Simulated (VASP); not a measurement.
Write the native input for VASP 6.6.1 that does the following.

```yaml
Task: band structure
Functional: BLYP
Potentials_or_basis: VASP PAW PBE potentials, release 64 (Se, Zn)
Cutoff: 520 eV
k_mesh: 8 × 8 × 8
Occupations: fermi-dirac, width 0.05 eV
Spin: no spin polarisation
Further_INCAR_settings: ALGO = Normal; EDIFF = 1e-06
```

ZnSe (Stilleite):

```
CELL_PARAMETERS angstrom
0.00000 2.83380 2.83380
2.83380 0.00000 2.83380
2.83380 2.83380 0.00000
ATOMIC_POSITIONS crystal
Se 0.75000 0.75000 0.75000
Zn 0.00000 0.00000 0.00000
```

One way to write it, as run:

POSCAR

```
ZnSe
1.0
    0.0000000000      2.8338000000      2.8338000000
    2.8338000000      0.0000000000      2.8338000000
    2.8338000000      2.8338000000      0.0000000000
Se Zn
1 1
Direct
    0.7500000000      0.7500000000      0.7500000000
    0.0000000000      0.0000000000      0.0000000000
```

INCAR.step1

```
AGGAC = 1.0
AGGAX = 1.0
ALDAC = 0.0
ALDAX = 1.0
ALGO = Normal
EDIFF = 1E-6
ENCUT = 520
GGA = B5
ISIF = 2
ISMEAR = -1
LASPH = T
LCHARG = T
LREAL = F
LWAVE = F
NELM = 80
PREC = Accurate
SIGMA = 0.05
```

KPOINTS.step1

```
k-points
0
Gamma
  8 8 8
```

INCAR.step2

```
AGGAC = 1.0
AGGAX = 1.0
ALDAC = 0.0
ALDAX = 1.0
ALGO = Normal
EDIFF = 1E-6
ENCUT = 520
GGA = B5
ICHARG = 11
ISIF = 2
ISMEAR = 0
LASPH = T
LCHARG = F
LREAL = F
LWAVE = F
NELM = 80
PREC = Accurate
SIGMA = 0.05
```

KPOINTS.step2

```
path GXWKGLUWLK,UX
10
line-mode
reciprocal
 0.0000000000  0.0000000000  0.0000000000  G
 0.5000000000  0.0000000000  0.5000000000  X

 0.5000000000  0.0000000000  0.5000000000  X
 0.5000000000  0.2500000000  0.7500000000  W

 0.5000000000  0.2500000000  0.7500000000  W
 0.3750000000  0.3750000000  0.7500000000  K

 0.3750000000  0.3750000000  0.7500000000  K
 0.0000000000  0.0000000000  0.0000000000  G

 0.0000000000  0.0000000000  0.0000000000  G
 0.5000000000  0.5000000000  0.5000000000  L

 0.5000000000  0.5000000000  0.5000000000  L
 0.6250000000  0.2500000000  0.6250000000  U

 0.6250000000  0.2500000000  0.6250000000  U
 0.5000000000  0.2500000000  0.7500000000  W

 0.5000000000  0.2500000000  0.7500000000  W
 0.5000000000  0.5000000000  0.5000000000  L

 0.5000000000  0.5000000000  0.5000000000  L
 0.3750000000  0.3750000000  0.7500000000  K

 0.6250000000  0.2500000000  0.6250000000  U
 0.5000000000  0.0000000000  0.5000000000  X
```

Potentials or basis: VASP PAW PBE potentials, release 64 (Se, Zn).

Run with:

```console
$ cat potpaw_PBE.64/Se/POTCAR potpaw_PBE.64/Zn/POTCAR > POTCAR
$ cp INCAR.step1 INCAR
$ cp KPOINTS.step1 KPOINTS
$ mpirun -np 1 vasp_std > vasp.out
$ cp INCAR.step2 INCAR
$ cp KPOINTS.step2 KPOINTS
$ mpirun -np 1 vasp_std > vasp.out
```

Results of the run:

```
Band gap on the k mesh  : 1.27 eV, direct
Band gap along the path : 1.28 eV, direct
```

Caveat: the log is that of the step along the path at fixed density, whose energy, stress, charges and moments have no meaning.

Run time: 28 s on 1 thread of AMD EPYC 9R45 96-Core Processor (Zen 5), with other jobs on the host, peak memory 0.17 GiB.
